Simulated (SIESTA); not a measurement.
Here is a SIESTA 5.4.2 calculation.

Ni.fdf

```
SystemName                      Ni
SystemLabel                     Ni
NumberOfSpecies                 1
NumberOfAtoms                   1
%block ChemicalSpeciesLabel
  1  28 Ni
%endblock ChemicalSpeciesLabel

LatticeConstant                 1.0 Ang
%block LatticeVectors
     0.0165500000     1.7572510000     1.7682390000
     1.7191180000     0.0163320000     1.7684570000
     1.7144740000     1.7528250000     0.0209760000
%endblock LatticeVectors
AtomicCoordinatesFormat         Ang
%block AtomicCoordinatesAndAtomicSpecies
    -0.0366231884    -0.0460343935     0.0310506102  1
%endblock AtomicCoordinatesAndAtomicSpecies

%block kgrid.MonkhorstPack
   13   0   0  0.0
    0  13   0  0.0
    0   0  13  0.0
%endblock kgrid.MonkhorstPack
XC.Functional                   GGA
XC.Authors                      PBE
PAO.BasisSize                   DZP
PAO.EnergyShift                 0.003 Ry
Mesh.Cutoff                     800 Ry
Spin                            polarized
%block DM.InitSpin
    1   1.000
%endblock DM.InitSpin
OccupationFunction              FD
ElectronicTemperature           0.05 eV
MaxSCFIterations                200
SCF.MustConverge                false
SCF.Mixer.Method                Pulay
SCF.Mixer.Weight                0.1
SCF.Mixer.History               10
SCF.DM.Tolerance                5.0e-05
SCF.H.Tolerance                 1.0e-03 eV
WriteForces                     true
Charge.Mulliken                 end
%block PAO.Basis
  Ni 5
  n=3 0 2
    2.432 0.000
  n=4 0 2
    7.095 0.000
  n=3 1 2
    2.716 0.000
  n=4 1 1
    7.095
  n=3 2 2
    4.466 0.000
%endblock PAO.Basis
```

Potentials or basis: PseudoDojo 0.4 standard (PBE files), DZP (energy shift 0.003 Ry; two zetas on semicore shells).

Run with:

```console
$ siesta Ni.fdf > Ni.out 2>&1
```

(1) Estimate the site moments.

(2) What does it give for the pressure?

(3) Predict the band gap on the k mesh.

Results:

(1) Ni +0.63 μB.

(2) 7.5 GPa.

(3) none (metal or under the smearing width).

Caveat: short orbitals over semicore shells can move pressures by several GPa; the basis of atomic orbitals isn't converged, which shifts pressures, moduli and gaps.
